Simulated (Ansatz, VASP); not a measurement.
# Sb in VASP and in Ansatz

```xyz
1
Lattice="0.0000 2.3067 2.3067 2.3067 0.0000 2.3067 2.3067 2.3067 0.0000" Properties=species:S:1:pos:R:3 pbc="T T T"
Sb    0.0000    0.0000    0.0000
```

Alike in both runs: task single point; functional revPBE; k mesh 13 × 13 × 13; occupations fermi-dirac, width 0.1 eV; no spin polarisation.

|  | VASP | Ansatz |
| --- | --- | --- |
| version | VASP 6.6.1 | Ansatz 0.2.0 |
| potentials or method | VASP PAW PBE potentials, release 64 (Sb) | plane waves (420 eV) with PAW, scalar-relativistic |
| plane-wave cutoff (eV) | 520 | 420 |
| valence electrons in the cell | 5 | 15 |

|  | VASP | Ansatz | Ansatz less VASP |
| --- | --- | --- | --- |
| pressure (GPa) | 9.3 | 9.6 | +0.21 |

The two sets of potentials don't hold the same shells in valence.

Caveats: the PAW data sets were made with another functional, which shifts forces and pressure a little (VASP). The runs have no spin-orbit coupling, so splittings on Sb are missing.
